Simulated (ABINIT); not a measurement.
TiCo:

```
Co Ti
1.0
     2.98611    0.00000    0.00000
     0.00000    2.98611    0.00000
     0.00000    0.00000    2.98611
Co Ti
1 1
Direct
  0.50000 0.50000 0.50000
  0.00000 0.00000 0.00000
```

The cell comes from a database or a generator and needn't be the stable form of this composition.

Base run:

| Quantity | Value |
| --- | --- |
| Program | ABINIT 10.8.3 (patched build) |
| Functional | PBE |
| Potentials or basis | JTH PAW PBE v2.0 |
| Cutoff | 844 eV |
| k mesh | 9 × 9 × 9 |
| Occupations | fermi-dirac, width 0.05 eV |
| Spin | collinear spin, ferromagnetic start |
| Starting moments | [2.0, 1.0] μB |

Its results: band gap on the k mesh none (metal or under the smearing width); pressure -0.6 GPa; net moment 0.82 μB per cell; site moments Co +0.92; Ti -0.03 μB.

Problem. After a change of settings the same cell gave: band gap on the k mesh none (metal or under the smearing width); pressure 2.6 GPa; net moment 0.83 μB per cell; site moments Co +0.96; Ti -0.04 μB. Which change was it?
A. functional from PBE to LDA
B. functional from PBE to PBEsol
C. functional from PBE to WC
D. functional from PBE to revPBE

Solution. D.

revPBE binds less tightly than PBE, so the same cell stands under more pressure.

Caveats: small starting moments can end in a higher magnetic state in this program; the PAW data sets were made with another functional, which shifts forces and pressure a little (some runs).
